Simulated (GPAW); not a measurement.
Input of a GPAW 26.7.0 run:

The input run.py:

```python
import numpy as np
from ase.dft.bandgap import bandgap
from ase.io import read, write
from ase.units import GPa
from gpaw import GPAW, PW, setup_paths
from gpaw.spinorbit import soc_eigenstates

setup_paths.insert(0, '.')

atoms = read('Au.xyz')

calc = GPAW(mode=PW(600),
            xc='BLYP',
            kpts={'size': (11, 11, 11), 'gamma': True},
            occupations={'name': 'fermi-dirac', 'width': 0.05},
            nbands=14,
            convergence={'density': 1e-05, 'energy': 1e-05},
            eigensolver='davidson',
            maxiter=150,
            txt='gpaw.txt')
atoms.calc = calc
energy = atoms.get_potential_energy()
forces = atoms.get_forces()
stress = atoms.get_stress()
calc.write('gs.gpw')
write('result.traj', atoms)
print(f'Energy: {energy:.6f} eV')
print('Forces (eV/A):')
print(forces.round(4))
print('Stress (GPa):', (stress / GPa).round(3))
print('Fermi level:', round(calc.get_fermi_level(), 4), 'eV')
print(f'Gap: {bandgap(calc)[0]:.4f} eV, direct: {bandgap(calc, direct=True)[0]:.4f} eV')

path = atoms.cell.bandpath('GXWKGLUWLK,UX', npoints=100, eps=1e-4)
bs_calc = calc.fixed_density(kpts=path, symmetry='off', nbands=21,
                             convergence={'bands': 'CBM+6.0', 'eigenstates': 1e-6}, txt='bands.txt')
bs = bs_calc.band_structure()
bs.write('bs.json')
print(f'Gap on the path: {bandgap(bs_calc)[0]:.4f} eV')

soc = soc_eigenstates(bs_calc, theta=90, phi=45)
np.savetxt('soc_bands.dat', soc.eigenvalues(), fmt='%.4f')
mesh = soc_eigenstates('gs.gpw', theta=90, phi=45)
np.savetxt('soc_mesh.dat', mesh.eigenvalues(), fmt='%.4f')
print('Fermi level with spin-orbit coupling:', round(mesh.fermi_level, 4), 'eV')
```

Au.xyz

```xyz
1
Lattice="0.0000000000 2.0350000000 2.0350000000 2.0350000000 0.0000000000 2.0350000000 2.0350000000 2.0350000000 0.0000000000" Properties=species:S:1:pos:R:3 pbc="T T T"
Au     0.0000000000      0.0000000000      0.0000000000
```

Potentials or basis: PAW data sets generated in the run's folder for this functional, pw.

Launch:

```sh
$ gpaw-setup -f BLYP Au
$ OMP_NUM_THREADS=1 python run.py
```

Q: What does it give for the pressure?

A: 25.4 GPa.

Q: Predict the band gap along the path.

A: None (metal or under the smearing width).

Levels at the corners of the path, in eV from the Fermi level:
```
point  band 8  band 9  band 10  band 11  band 12  band 13
    Γ   -4.31   -3.09    -3.09    -3.09    -3.09    16.23
    X   -2.20   -1.11    -1.11     0.70     0.70     5.72
    W   -3.31   -1.72    -1.72     4.68     4.68     5.31
    K   -3.09   -2.01    -2.01     3.67     3.67     4.63
    Γ   -4.31   -3.09    -3.09    -3.09    -3.09    16.23
    L   -2.46   -1.70    -1.70    -1.13    -1.13     3.05
    U   -3.09   -2.01    -2.01     3.67     3.67     4.63
    W   -3.31   -1.72    -1.72     4.68     4.68     5.31
    L   -2.46   -1.70    -1.70    -1.13    -1.13     3.05
    K   -3.09   -2.01    -2.01     3.67     3.67     4.63
    U   -3.09   -2.01    -2.01     3.67     3.67     4.63
    X   -2.20   -1.11    -1.11     0.70     0.70     5.72
```

Caveat: with this Au data set, volumes or pressures lay over 1.5 % or 2 GPa off other programs in two to four cells of ten; spin-orbit coupling was added after a scalar SCF, so levels and gaps hold it while energy, forces, pressure and moments don't; this program's spin-orbit splittings come out too wide for heavy elements; so large a pressure means that the cell lies far from this level's equilibrium, or that cutoff or potentials fall short.
